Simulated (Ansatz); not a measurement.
## Ti: do energies and stresses tell the same story?

These are results of DFT r2SCAN, scalar-relativistic, plane waves, PAW (Ansatz 0.2.0), not measurements.

Plane waves to 500 eV, a k mesh through Γ of 18×18×10 on the computed 2-atom cell and Gaussian smearing (0.10 eV); no spin polarisation.

Relaxed cell: P6_3/mmc, a = 2.935 Å, b = 2.935 Å, c = 4.638 Å, α = 90.00°, β = 90.00°, γ = 120.00°, 2 atoms in the primitive cell.

Energies at zero smearing and pressures from the stress tensor, at volumes with shape and atoms relaxed:
```
V (Å³/atom) E − E(first) (meV/atom) P (GPa)
     16.264                     0.00     8.07
     16.783                   -18.90     3.76
     17.302                   -24.76     0.00
     17.822                   -19.24    -3.28
     18.341                    -3.78    -6.16
```

Q: Check P = −dE/dV between neighbouring volumes, and get the bulk modulus from the pressures alone.

A: With 1 eV/Å³ = 160.2 GPa:
```
middle V (Å³/atom)  −ΔE/ΔV (GPa) mean P (GPa)
            16.524         5.832         5.917
            17.043         1.809         1.883
            17.562        -1.702        -1.641
            18.081        -4.774        -4.723
```

The two differ by 0.08 GPa at most. The mean of two end pressures misses the average over a step by about ΔV² P″/12, up to 0.05 GPa here; with that taken off 0.03 GPa remains. The stress is the derivative of the free energy, not of the energy at zero smearing, and with free energies 0.00 GPa remains. Around V = 17.302 Å³/atom, the two neighbours give B = −V ΔP/ΔV = 17.302 × 7.05 / 1.038 = 117.5 GPa, against B0 = 117.0 GPa from the Birch–Murnaghan fit of the energies.